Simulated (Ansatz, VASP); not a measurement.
# Two plane-wave programs on Al

Contents of INCAR:

```
SYSTEM = Al
  PREC = Accurate
  ENCUT = 520
  EDIFF = 1E-7
  ISMEAR = 0
  SIGMA = 0.15
  LREAL = .False.
  LASPH = .True.
  NELM = 100
  ALGO = Fast
  ISIF = 2
  LWAVE = .False.
  LCHARG = .False.
  GGA = PE
  NBANDS = 8
```

File KPOINTS:

```
regular mesh
0
Gamma
  20 20 20
  0 0 0
```

File POSCAR:

```
Al
1.0
   -1.6741230985      1.7873488153      1.6175102401
    1.6741230985     -1.7873488153      1.6175102401
    1.4476716649      1.5608973817     -1.6175102401
Al
1
Direct
    0.0000000000      0.0000000000      0.0000000000
```

Input for Ansatz:

```yaml
crystal:
  lattice:
    - [-1.6741230985, 1.7873488153, 1.6175102401]
    - [1.6741230985, -1.7873488153, 1.6175102401]
    - [1.4476716649, 1.5608973817, -1.6175102401]
  atoms:
    - { symbol: Al, position: [0.0, 0.0, 0.0] }
basis:
  ecutwfc: 420
kpoints:
  mp_grid: { grid: [20, 20, 20] }
hamiltonian:
  xc: pbe
scf:
  occupations: { method: gaussian, width: 0.15 }
output:
  forces: true
  stress: true
  eigenvalues: true
  write_density: true
  write_potential: true
  elf: true
  volumetric_format: npy
```

Change from the starting cell: engineering shear strain xy -0.1400, strain +e along x and -e along y -0.0350.

Alike in both runs: task single point; functional PBE; k mesh 20 × 20 × 20; occupations gaussian, width 0.15 eV; no spin polarisation.

```csv
,VASP,Ansatz
version,VASP 6.6.1,Ansatz 0.2.0
potentials or method,"VASP PAW PBE potentials, release 64 (Al)","scalar-relativistic, plane waves, PAW"
plane-wave cutoff (eV),520,420
valence electrons in the cell,3,3
```

```csv
,VASP,Ansatz,Ansatz less VASP
gap on the k mesh at the Fermi level (eV),none,none,-
pressure (GPa),1.9,2.0,+0.02
largest component of the traceless stress (GPa),5.90,5.91,+0.012
```

A gap of «none» marks a metal or a gap that the smearing closes.
